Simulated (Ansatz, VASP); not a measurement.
One calculation of Ag, two programs

```
CELL_PARAMETERS angstrom
0.00000 2.08396 2.04310
2.08396 0.00000 2.04310
2.08396 2.08396 0.00000
ATOMIC_POSITIONS crystal
Ag 0.00000 0.00000 0.00000
```

Change from the starting cell: equal xx and yy strain of +2 %.

Alike in both runs: task single point; functional LDA; k mesh 15 × 15 × 15; occupations fermi-dirac, width 0.05 eV; no spin polarisation.

```csv
,VASP,Ansatz
version,VASP 6.6.1,Ansatz 0.2.0
potentials or method,"VASP PAW LDA potentials, release 64 (Ag), cutoff 520 eV","all-electron LAPW, scalar-relativistic"
```

Ansatz gave:

| Item | Value |
| --- | --- |
| pressure (GPa) | -10.7 |

Question: Estimate VASP's values.

Answer: Pressure (GPa): -10.6.

Ansatz ran all-electron here, so the differences hold the error of VASP's frozen core and of both bases.
